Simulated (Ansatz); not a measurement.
# TiO2 — Ti-49 NMR of the central transition

Cell: an entry of the Crystallography Open Database (COD), ions relaxed with PBE at fixed cell.

Space group Pbcn (No. 60); a = 4.5150, b = 5.4970, c = 4.9390 Å.

```
site  Wyckoff  site symmetry       x       y       z
  Ti       4c            .2.  0.0000  0.1745  0.2500
   O       8d              1  0.2704  0.3819  0.4197
```

One atom of each set is listed.

The numbers come from a DFT calculation in Ansatz (r2SCAN, plane waves and PAW (field gradients read without the response of the frozen cores, which leaves them typically 4 to 6 % off), scalar-relativistic, 500 eV cutoff, Γ-centred 5×5×5 k-points, Fermi–Dirac smearing 0.02 eV).

Ti-49 has I = 7/2 and Q = 247.0 mb (Pyykkö 2018); at 7.05 T its Larmor frequency is ν₀ = 17.0 MHz. Only the quadrupole interaction is simulated: positions count from each site's isotropic chemical shift, and shift anisotropy, dipolar and J coupling are left out.

Simulated pattern of one Ti site (static powder, Gaussian broadening 10 kHz):

```tsv
offset (kHz)	height
-234.3	0
-218.6	12
-202.9	35
-187.2	37
-171.5	39
-155.7	41
-140.0	44
-124.3	47
-108.6	51
-92.9	55
-77.2	62
-61.5	72
-45.8	95
-30.1	91
-14.4	80
1.3	80
17.0	78
32.8	100
48.5	55
64.2	39
79.9	35
95.6	32
111.3	11
127.0	0
```

Problem. Which |C_Q| and η does the pattern imply?

Solution. The pattern spans 325 kHz before broadening and its centre of gravity is at -44.5 kHz, which fixes P_Q; the places of the horns and steps fix η. That gives P_Q = 17.2 MHz, |C_Q| = 16.0 MHz and η = 0.69. The sign of C_Q can't be read from the pattern.

The run took 18 s of wall time (18 s of CPU time) and 0.79 GiB at its peak, on 1 thread of AMD EPYC 9R14 (Zen 4) (x86_64; 16 cores open to the job, memory cap 3.0 GiB, no GPU), a shared host with a load of 0.1 a core.
